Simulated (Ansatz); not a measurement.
# Mo: the cost of one run

Program: Ansatz 0.2.0. Level of theory: DFT PBE, scalar-relativistic, plane waves, PAW. These are calculated values, not measurements.

The COD entry's cell or inner coordinates are ideal or old and differ from later refinements, so a difference from it is no clean test against experiment.

4 further runs of the same task are left out: 3 that didn't finish, 1 set aside as unsound or not needed.

## (1) The starting structure

The structure is cubic, space group Im-3m (No. 229). Conventional cell: a = 3.160 Å, b = 3.160 Å, c = 3.160 Å, α = 90.00°, β = 90.00°, γ = 90.00°. Around Mo (site symmetry m-3m) lie 8 Mo at 2.74 Å.

Structure file:

```cif
data_structure
_symmetry_space_group_name_H-M 'Im-3m'
_symmetry_Int_Tables_number 229
_cell_length_a 3.1604
_cell_length_b 3.1604
_cell_length_c 3.1604
_cell_angle_alpha 90.000
_cell_angle_beta 90.000
_cell_angle_gamma 90.000
_cell_volume 31.57
loop_
_atom_site_label
_atom_site_type_symbol
_atom_site_symmetry_multiplicity
_atom_site_Wyckoff_symbol
_atom_site_fract_x
_atom_site_fract_y
_atom_site_fract_z
_atom_site_occupancy
Mo1 Mo 2 a 0.00000 0.00000 0.00000 1
```

This cell was relaxed beforehand with the same method: volume 15.78 Å³/atom, gap on the mesh none (metal).

## (2) The undisturbed cell

input.yaml reads:

```yaml
crystal:
  lattice:
    - [-1.5802194356, 1.5802194356, 1.5802194356]
    - [1.5802194356, -1.5802194356, 1.5802194356]
    - [1.5802194356, 1.5802194356, -1.5802194356]
  atoms:
    - { symbol: Mo, position: [0.0, 0.0, 0.0] }
basis:
  ecutwfc: 420
kpoints:
  mp_grid: { grid: [30, 30, 30] }
hamiltonian:
  xc: pbe
scf:
  occupations: { method: gaussian, width: 0.15 }
output:
  forces: true
  stress: true
  eigenvalues: true
  write_density: true
  write_potential: true
  elf: true
  volumetric_format: npy
```

The run is started by

```console
ansatz run input.yaml --threads 1 --pin off --max-ram 2560MiB --backend cpu --events-out ev --progress --plain --runs-dir out
```

What time and memory should one allow on 1 thread of Intel Xeon 6975P-C (Granite Rapids), shared host?

About 4.3 s, with a peak of 0.47 GiB.
